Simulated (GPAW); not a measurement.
Crystal: HfC.

```
Hf C
1.0
     3.34287    0.00000    0.00000
    -1.67143    2.89501    0.00000
     0.00000    0.00000    5.20271
Hf C
2 2
Cartesian
  0.0000 1.9300 1.3007
  1.6714 0.9650 3.9020
  0.0000 0.0000 2.6014
  0.0000 0.0000 0.0000
```

The cell comes from a database or a generator and needn't be the stable form of this composition.

Base run:

```yaml
Program: GPAW 26.7.0
Functional: LDA
Potentials_or_basis: the program's PAW data sets (release 1.2.1) made for this functional
Cutoff: 800 eV
Basis: pw
k_mesh: 7 × 7 × 4
Occupations: fermi-dirac, width 0.05 eV
Spin: no spin polarisation
```

Its results: pressure -12.2 GPa.

**Question.** After a change of settings the same cell gave: pressure -1.7 GPa. Which change was it?
A. k mesh from 7 × 7 × 4 to 9 × 9 × 5; occupations from fermi-dirac, width 0.05 eV to gaussian, width 0.02 eV
B. functional from LDA to r2SCAN; potentials or basis from the program's PAW data sets (release 1.2.1) made for this functional to GPAW PAW data sets (gpaw-data 1.2.1)
C. functional from LDA to PBEsol; potentials or basis from the program's PAW data sets (release 1.2.1) made for this functional to PAW data sets generated in the run's folder for this functional
D. cutoff from 800 eV to 600 eV

**Answer.** B.

Caveats: the PAW data sets were made with another functional, which shifts forces and pressure a little (some runs).

Not every run made on this cell is shown here.
